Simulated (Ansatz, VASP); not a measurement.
**One calculation of MgF2 (Sellaite), two programs**

```
Mg F
1.0
     4.62500    0.00000    0.00000
     0.00000    4.62500    0.00000
     0.00000    0.00000    3.05200
Mg F
2 4
Direct
  0.00000 0.00000 0.00000
  0.50000 0.50000 0.50000
  0.30300 0.30300 0.00000
  0.19700 0.80300 0.50000
  0.69700 0.69700 0.00000
  0.80300 0.19700 0.50000
```

Alike in both runs: functional PBE; k mesh 4 × 4 × 6; occupations fermi-dirac, width 0.02 eV; no spin polarisation.

Ansatz relaxed the structure, and its values are those at the end. VASP's run is a single point on that final structure, the one shown.

|  | VASP | Ansatz |
| --- | --- | --- |
| version | VASP 6.6.1 | Ansatz 0.2.0 |
| potentials or method | VASP PAW PBE potentials, release 64 (Mg, F) | plane-wave PAW, scalar-relativistic |
| plane-wave cutoff (eV) | 520 | 420 |
| valence electrons in the cell | 32 | 48 |

```tsv
	VASP	Ansatz	Ansatz less VASP
gap on the k mesh at the Fermi level (eV)	7.09	7.13	+0.040
pressure (GPa)	3.7	4.6	+0.88
rms of the force components (eV/Å)	0.010	0.011	+0.0006
```

With one functional, cell and mesh, what is left measures potentials, basis and numerics. The two sets of potentials don't hold the same shells in valence. Ansatz warned: «stress_scf_threshold_loose».
